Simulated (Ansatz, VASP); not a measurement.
## One calculation of Y, two programs

```xyz
1
Lattice="-1.5493 1.5493 1.5493 1.5493 -1.5493 1.5493 1.5493 1.5493 -1.5493" Properties=species:S:1:pos:R:3 pbc="T T T"
Y     0.0000    0.0000    0.0000
```

Change from the starting cell: volume scaled by 0.45, norm-conserving files.

Alike in both runs: task single point; functional PBE; k mesh 13 × 13 × 13; occupations fermi-dirac, width 0.08 eV; no spin polarisation.

|  | VASP | Ansatz |
| --- | --- | --- |
| version | VASP 6.6.1 | Ansatz 0.2.0 |
| potentials or method | VASP PAW PBE potentials, release 64 (Y_sv) | norm-conserving pseudopotentials, scalar-relativistic |
| plane-wave cutoff (eV) | 520 | 980 |
| valence electrons in the cell | 11 | 11 |

```tsv
	VASP	Ansatz	Ansatz less VASP
pressure (GPa)	99.3	99.0	-0.29
```

With one functional, cell and mesh, what is left measures potentials, basis and numerics.

Caveats: the cell as given lies far from equilibrium; so large a pressure means that the cell lies far from this level's equilibrium, or that cutoff or potentials fall short (VASP).
